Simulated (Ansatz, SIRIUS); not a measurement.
Given: the input of a run of SIRIUS 7.12.0 on MnO. The cell is a database's computed one, not the measured one.

File sirius.json:

```json
{
  "control": {
    "processing_unit": "cpu",
    "verbosity": 2,
    "num_bands_to_print": 18,
    "print_forces": true,
    "print_stress": true
  },
  "parameters": {
    "electronic_structure_method": "pseudopotential",
    "xc_functionals": ["XC_GGA_X_PBE_SOL", "XC_GGA_C_PBE_SOL"],
    "gk_cutoff": 9.8,
    "pw_cutoff": 19.6,
    "ngridk": [10, 10, 10],
    "shiftk": [0, 0, 0],
    "smearing": "fermi_dirac",
    "smearing_width": 0.0018374661,
    "num_bands": 18,
    "num_mag_dims": 1,
    "num_dft_iter": 100,
    "energy_tol": 1e-08,
    "density_tol": 1e-06
  },
  "iterative_solver": {
    "type": "davidson",
    "min_tolerance": 1e-10
  },
  "mixer": {
    "type": "anderson",
    "beta": 0.5,
    "max_history": 8
  },
  "settings": {
    "tol_ne": 1e-10,
    "pseudo_grid_cutoff": 6.5,
    "smooth_initial_mag": true
  },
  "unit_cell": {
    "lattice_vectors": [
      [0.0, 0.707106781187, 0.707106781187],
      [0.707106781187, 0.0, 0.707106781187],
      [0.707106781187, 0.707106781187, 0.0]
    ],
    "lattice_vectors_scale": 5.9433406616,
    "atom_coordinate_units": "lattice",
    "atom_types": ["Mn", "O"],
    "atom_files": {
      "O": "O.json",
      "Mn": "Mn.json"
    },
    "atoms": {
      "Mn": [
        [0.0, 0.0, 0.0, 0.0, 0.0, 4.0]
      ],
      "O": [
        [0.5, 0.5, 0.5, 0.0, 0.0, 0.0]
      ]
    }
  }
}
```

Potentials or basis: PseudoDojo 0.4.1 PBEsol standard (scalar relativistic).

Launch:

```console
$ upf_to_json O.upf
$ upf_to_json Mn.upf
$ OMP_NUM_THREADS=1 sirius.scf --input=sirius.json --output=out.json --task=0
```

Q: What does the same run look like in Ansatz 0.2.0? Potentials or basis there: Ansatz PAW, cutoff 420 eV.

A: As run (cutoffs and basis follow the program's own potentials, and thresholds, step limits or extra output files can differ):

The input input.yaml:

```yaml
crystal:
  lattice:
    - [0.0, 2.2239077028, 2.2239077028]
    - [2.2239077028, 0.0, 2.2239077028]
    - [2.2239077028, 2.2239077028, 0.0]
  atoms:
    - { symbol: Mn, position: [0.0, 0.0, 0.0], spin: 4.0 }
    - { symbol: O, position: [0.5, 0.5, 0.5] }
hamiltonian:
  xc: pbesol
  pseudopotentials: { kind: paw }
magnetization:
  spin_polarized: true
kpoints:
  mp_grid: { grid: [10, 10, 10] }
scf:
  occupations: { method: fermi_dirac, width: 0.05 }
output:
  forces: true
  stress: true
  eigenvalues: true
```

Potentials or basis: Ansatz PAW.

Command:

```console
$ ansatz run input.yaml --threads 1 --pin off --max-ram 3584MiB --backend cpu --events-out ev --progress --plain --runs-dir out
```

Both were run:

|  | SIRIUS | Ansatz |
| --- | --- | --- |
| Pressure | -6.8 GPa | -7.2 GPa |
| Net moment | 4.80 μB per cell | 4.77 μB per cell |
| Absolute moment | 4.80 μB per cell | 4.77 μB per cell |

Ansatz's pressure holds a Pulay term of +0.64 GPa for its cutoff of 420 eV, which the other run lacks.

Ansatz's potentials were made for PBE.

Where Ansatz's input types no cutoff or centring, it takes its own default and a Γ-centred mesh.

The magnetic state is the one that the start led to; the real crystal's order can differ.

Pressure is positive in compression.
